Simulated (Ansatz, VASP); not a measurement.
**Sc in VASP and in Ansatz**

Contents of INCAR:

```
SYSTEM = Sc
ALGO = Normal
EDIFF = 1E-6
ENCUT = 520
GGA = CA
ISIF = 2
ISMEAR = -1
LASPH = .TRUE.
LCHARG = .TRUE.
LELF = .TRUE.
LREAL = .FALSE.
LVHAR = .TRUE.
LWAVE = .FALSE.
NBANDS = 18
NELM = 80
PREC = Accurate
SIGMA = 0.05
```

File KPOINTS:

```
k-points
0
G
  9 9 5
  0 0 0
```

POSCAR

```
Sc
1.0
    3.3738988294      0.0000000000      0.0000000000
   -1.6869494147      2.9218820960      0.0000000000
    0.0000000000      0.0000000000      5.3767242965
Sc
2
Direct
    0.6666666667      0.3333333333      0.7500000000
    0.3333333333      0.6666666667      0.2500000000
```

input.yaml

```yaml
crystal:
  lattice:
    - [3.3738988294, 0.0, 0.0]
    - [-1.6869494147, 2.921882096, 0.0]
    - [0.0, 0.0, 5.3767242965]
  atoms:
    - { symbol: Sc, position: [0.6666666667, 0.3333333333, 0.75] }
    - { symbol: Sc, position: [0.3333333333, 0.6666666667, 0.25] }
kpoints:
  mp_grid: { grid: [9, 9, 5] }
scf:
  occupations: { method: fermi_dirac, width: 0.05 }
hamiltonian:
  xc: lda
  pseudopotentials: { kind: all_electron, lapw: { basis_error: 0.001 } }
output:
  forces: true
  stress: true
  eigenvalues: true
```

Change from the starting cell: volume scaled by 1.06.

Alike in both runs: task single point; functional LDA; k mesh 9 × 9 × 5; occupations fermi-dirac, width 0.05 eV; no spin polarisation.

|  | VASP | Ansatz |
| --- | --- | --- |
| version | VASP 6.6.1 | Ansatz 0.2.0 |
| potentials or method | VASP PAW LDA potentials, release 64 (Sc_sv) | all-electron LAPW, scalar-relativistic |
| plane-wave cutoff (eV) | 520 | see its input |

|  | VASP | Ansatz | Ansatz less VASP |
| --- | --- | --- | --- |
| gap on the k mesh at the Fermi level (eV) | none | none | - |
| pressure (GPa) | -7.5 | -7.5 | -0.02 |
| largest component of the traceless stress (GPa) | 0.97 | 0.97 | +0.001 |

A gap of «none» marks a metal or a gap that the smearing closes. Ansatz ran all-electron here, so the differences hold the error of VASP's frozen core and of both bases.
